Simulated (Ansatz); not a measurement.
**CdTe: two-dimensional strain map**

Level of theory: DFT PBE, scalar-relativistic, plane waves, PAW (Ansatz). Settings: plane waves to 420 eV, k-mesh 10×10×10 (Γ-centred), Gaussian smearing 0.05 eV. Spin–orbit coupling is left out, which matters for the heavy elements here. No spin polarisation. Energies are free energies at this smearing, counted from the undisturbed cell; pressure is positive in compression.

The undisturbed cell (relaxed at this level):

```
CELL_PARAMETERS angstrom
0.00000 3.30869 3.30869
3.30869 0.00000 3.30869
3.30869 3.30869 0.00000
ATOMIC_POSITIONS crystal
Cd 0.00000 0.00000 0.00000
Te 0.75000 0.75000 0.75000
```

The cell is strained by p along both x and y and by q along z, fractional coordinates fixed. Points are written (p, q).

Energy above the undisturbed cell in meV/atom (a dash: not computed):

| p \ q | -0.030 | -0.015 | 0.000 | 0.015 | 0.030 |
| --- | --- | --- | --- | --- | --- |
| -0.030 | 36.5 | 25.2 | 16.8 | 11.3 | 8.6 |
| -0.015 | 15.9 | 8.7 | 4.1 | 2.1 | 2.6 |
| 0.000 | 4.9 | 1.2 | 0.0 | 1.1 | 4.5 |
| 0.015 | 2.4 | – | 3.6 | – | 13.4 |
| 0.030 | 7.5 | 9.8 | 14.2 | 20.4 | 28.5 |

Pressure in GPa:

```csv
p \ q,-0.030,-0.015,0.000,0.015,0.030
-0.030,4.0,3.2,2.5,1.8,1.2
-0.015,2.5,1.8,1.2,0.6,0.0
0.000,1.2,0.6,0.0,-0.5,-1.0
0.015,0.0,–,-1.0,–,-1.8
0.030,-1.0,-1.4,-1.8,-2.2,-2.5
```

Gap on the k-mesh in eV:

| p \ q | -0.030 | -0.015 | 0.000 | 0.015 | 0.030 |
| --- | --- | --- | --- | --- | --- |
| -0.030 | 0.86 | 0.80 | 0.73 | 0.66 | 0.60 |
| -0.015 | 0.73 | 0.72 | 0.66 | 0.60 | 0.53 |
| 0.000 | 0.61 | 0.60 | 0.59 | 0.53 | 0.47 |
| 0.015 | 0.50 | – | 0.47 | – | 0.40 |
| 0.030 | 0.39 | 0.37 | 0.36 | 0.35 | 0.34 |